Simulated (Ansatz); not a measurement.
This is a relaxation of cell and atoms with the plane-wave code Ansatz on SrTiO3 (I4/mcm) from a database structure; the level of theory is PBE. The input holds the cell as the database lists it.

input.yaml:
```yaml
crystal:
  lattice:
    - [-2.761164815, 2.761164815, 3.9226321293]
    - [2.761164815, -2.761164815, 3.9226321293]
    - [2.761164815, 2.761164815, -3.9226321293]
  atoms:
    - { symbol: Sr, position: [0.75, 0.25, 0.5] }
    - { symbol: Sr, position: [0.25, 0.75, 0.5] }
    - { symbol: Ti, position: [0.0, 0.0, 0.0] }
    - { symbol: Ti, position: [0.5, 0.5, 0.0] }
    - { symbol: O, position: [0.77095745, 0.27095745, 0.0419149] }
    - { symbol: O, position: [0.27095745, 0.22904255, 0.5] }
    - { symbol: O, position: [0.72904255, 0.77095745, 0.5] }
    - { symbol: O, position: [0.22904255, 0.72904255, 0.9580851] }
    - { symbol: O, position: [0.75, 0.75, 0.0] }
    - { symbol: O, position: [0.25, 0.25, 0.0] }
kpoints:
  mp_grid: { grid: [6, 6, 6] }
hamiltonian:
  xc: pbe
scf:
  occupations: { method: fermi_dirac, width: 0.02 }
relax:
  f_tol: 0.005
  cell: {}
```

Run as `ansatz run input.yaml --threads 2 --pin off --max-ram 29491MiB --backend cpu --events-out ev --progress --plain --runs-dir out`.

Question: It ran on 2 threads of AMD EPYC 7R13 Processor (Zen 3), with other jobs on the host, load about 1.3 per core. About how long did it take, and how much host memory at the peak?

Answer: About 34 s, with a peak of 0.54 GiB.

The log, with set-up remarks and timings taken out:
```
Pseudopotential: Sr, paw, valence charge 10, recommended cutoff 420 eV (normal)
Pseudopotential: Ti, paw, valence charge 12, recommended cutoff 420 eV (normal)
Pseudopotential: O, paw, valence charge 6, recommended cutoff 420 eV (normal)
Functional definition: PBE
Crystal: 10 atoms, lattice volume = 119.625 Å³
Basis set: ecut = 420 eV, 2325 PW (Γ)
Bands: 50, of which v1, the nominal top of the filled ones, is band 40 counted from 1 (39 counted from 0)
Symmetry: 16 space group operations
Space group: I4/mcm (ITA 140)
k-points: 30 of 216
SCF iter   1: HF=-15508.959915 eV  Δρ=1.89e-3  dr2=2.66e-3
SCF iter   2: HF=-15508.962064 eV  Δρ=8.52e-4  dr2=3.00e-4
SCF iter   3: HF=-15508.962356 eV  Δρ=1.84e-4  dr2=3.09e-5
SCF iter   4: HF=-15508.962337 eV  Δρ=4.17e-5  dr2=3.16e-6
SCF iter   5: HF=-15508.962337 eV  Δρ=1.61e-5  dr2=3.40e-7
SCF iter   6: HF=-15508.962337 eV  Δρ=3.20e-6  dr2=2.37e-8
SCF 1 converged in 6 iterations: F = -15508.962337 eV  dr2 = 2.37e-8
relax step 1: F+E_penalty+E_count = -15508.96233655 eV  max|allowed force component| = 1.038e-2 eV/Å  Δτ_max = 0.0000 Å  P = +3.207 GPa  Ω = 119.625 Å³
SCF 2 converged in 6 iterations: F = -15508.975773 eV  dr2 = 4.58e-9
relax step 2: F+E_penalty+E_count = -15508.97577334 eV  max|allowed force component| = 4.457e-3 eV/Å  Δτ_max = 0.0033 Å  P = +0.166 GPa  Ω = 121.617 Å³
SCF 3 converged in 6 iterations: F = -15508.975481 eV  dr2 = 2.78e-11
relax step 3: F+E_penalty+E_count = -15508.97548071 eV  max|allowed force component| = 3.660e-3 eV/Å  Δτ_max = 0.0009 Å  P = +0.009 GPa  Ω = 121.722 Å³
SCF 4 converged in 6 iterations: F = -15508.975451 eV  dr2 = 5.91e-11
relax step 4: F+E_penalty+E_count = -15508.97545128 eV  max|allowed force component| = 2.780e-3 eV/Å  Δτ_max = 0.0019 Å  P = -0.023 GPa  Ω = 121.740 Å³
SCF 5 converged in 7 iterations: F = -15508.975539 eV  dr2 = 7.11e-11
relax step 5: F+E_penalty+E_count = -15508.97553860 eV  max|allowed force component| = 8.976e-5 eV/Å  Δτ_max = 0.0063 Å  P = -0.030 GPa  Ω = 121.731 Å³
SCF 6 converged in 6 iterations: F = -15508.983835 eV  dr2 = 2.68e-12
relax step 6: F+E_penalty+E_count = -15508.98383509 eV  max|allowed force component| = 1.213e-4 eV/Å  Δτ_max = 0.0000 Å  P = +0.091 GPa  Ω = 121.731 Å³  (SCF on a basis re-selected at this cell)
SCF 7 converged in 6 iterations: F = -15508.983635 eV  dr2 = 1.79e-11
relax step 7: F+E_penalty+E_count = -15508.98363515 eV  max|allowed force component| = 9.086e-6 eV/Å  Δτ_max = 0.0001 Å  P = +0.002 GPa  Ω = 121.792 Å³
SCF 8 converged in 8 iterations: F = -15508.983803 eV  dr2 = 9.54e-14
relax step 8: F+E_penalty+E_count = -15508.98380317 eV  max|allowed force component| = 1.124e-5 eV/Å  Δτ_max = 0.0000 Å  P = +0.004 GPa  Ω = 121.792 Å³  (SCF on a basis re-selected at this cell)
Free energy (F): -15508.983803 eV
Fermi energy:    10.558152 eV
--- Stress (GPa, compression-positive) ---
        0.003201       0.000000       0.000000
        0.000000       0.003201       0.000000
        0.000000       0.000000       0.004637
  P = ⅓ Tr σ = 0.0037 GPa (0.037 kbar)
--- Relaxed structure (6 steps of the walk, 6 accepted, 2 SCFs on fresh bases) ---
  F+E_penalty+E_count = -15508.98380317 eV   max|allowed force component| = 1.124e-5 eV/Å
  cell:  # Å, volume = 121.7920 Å³
    - [-2.777684, 2.777684, 3.946327]
    - [2.777684, -2.777684, 3.946327]
    - [2.777684, 2.777684, -3.946327]
  atoms:
    - { symbol: Sr, position: [0.750000, 0.250000, 0.500000] }
    - { symbol: Sr, position: [0.250000, 0.750000, 0.500000] }
    - { symbol: Ti, position: [0.000000, 0.000000, 0.000000] }
    - { symbol: Ti, position: [0.500000, 0.500000, 0.000000] }
    - { symbol: O, position: [0.771721, 0.271721, 0.043442] }
    - { symbol: O, position: [0.271721, 0.228279, 0.500000] }
    - { symbol: O, position: [0.728279, 0.771721, 0.500000] }
    - { symbol: O, position: [0.228279, 0.728279, 0.956558] }
    - { symbol: O, position: [0.750000, 0.750000, 0.000000] }
    - { symbol: O, position: [0.250000, 0.250000, 0.000000] }
```

The walk took 6 steps and changed the volume by +1.8 %. The last SCF, on a fresh basis, lies 2.1 meV an atom below the first. At the end: space group I4/mcm (No. 140), tetragonal; a = 5.555 Å, c = 7.893 Å in the conventional setting, 12.18 Å³ an atom. Sr has 12 O at 2.67–2.91 Å; Ti has 6 O at 1.97 Å; O has 2 Ti at 1.97 Å and 4 Sr at 2.67–2.91 Å; O has 2 Ti at 1.97 Å and 4 Sr at 2.78 Å.

Calculated for a static, non-magnetic cell.
